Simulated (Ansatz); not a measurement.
Theory: DFT r2SCAN, scalar-relativistic, plane waves, PAW in Ansatz.

Cutoff 500 eV; k points 9×9×6 on the computed 3-atom cell (Γ-centred); Gaussian smearing, width 0.02 eV; no spin polarisation.

```
Zr S
1.0
     3.72445    0.00000    0.00000
    -1.86223    3.22547    0.00000
     0.00000    0.00000    5.91447
Zr S
1 2
Direct
  0.00000 0.00000 0.00000
  0.33333 0.66667 0.30154
  0.66667 0.33333 0.69846
```

**Question.** Is this geometry at equilibrium? Which atom feels the largest force?

**Answer.** It isn't. Atom 2 (S) feels (0.00, 0.00, -3.62) eV/Å, 3.624 eV/Å in size, and symmetry-related atoms feel the same size.

**Question.** Give all forces and the stress.

**Answer.**
```json
{"atom": "Zr1", "Fx": "0.000", "Fy": "0.000", "Fz": "0.000"}
{"atom": "S2", "Fx": "0.000", "Fy": "0.000", "Fz": "-3.624"}
{"atom": "S3", "Fx": "0.000", "Fy": "0.000", "Fz": "3.624"}
```
Stress (GPa, compression positive):
```
 -9.96   0.00   0.00
  0.00  -9.96   0.00
  0.00   0.00 -22.53
```